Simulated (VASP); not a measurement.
Runs of VASP 6.6.1 on Pd. The structure is cubic, space group Fd-3m (No. 227). Conventional cell: a = 6.127 Å, b = 6.127 Å, c = 6.127 Å, α = 90.00°, β = 90.00°, γ = 90.00°. Pd (site symmetry -43m) is surrounded by 4 Pd at 2.65 Å. This isn't the form of Pd at room conditions, which is fcc.

```tsv
cell	k mesh	gap on the mesh (eV)	pressure (GPa)
Fd-3m, 28.75 Å³/atom	10 × 10 × 10	none	(a)
Fd-3m, 22.59 Å³/atom	10 × 10 × 10	none	9.3
Fd-3m, 25.67 Å³/atom	15 × 15 × 15	none	-0.2
Fd-3m, 25.67 Å³/atom	10 × 10 × 10	none	-0.2
```

Alike in all rows: task single point; level RPBE; potentials or basis VASP PAW PBE potentials, release 64 (Pd); no spin polarisation; cutoff (eV) 520; smearing fermi-dirac 0.1 eV.

**Question.** Fill in the values left out.

**Answer.** (a) -4.6.

Caveats: the PAW data sets were made with another functional, which shifts forces and pressure a little.

A k mesh can miss the band edges, and the runs leave out spin-orbit coupling on Pd.

A gap of «none» marks a metal or a gap under the smearing width.
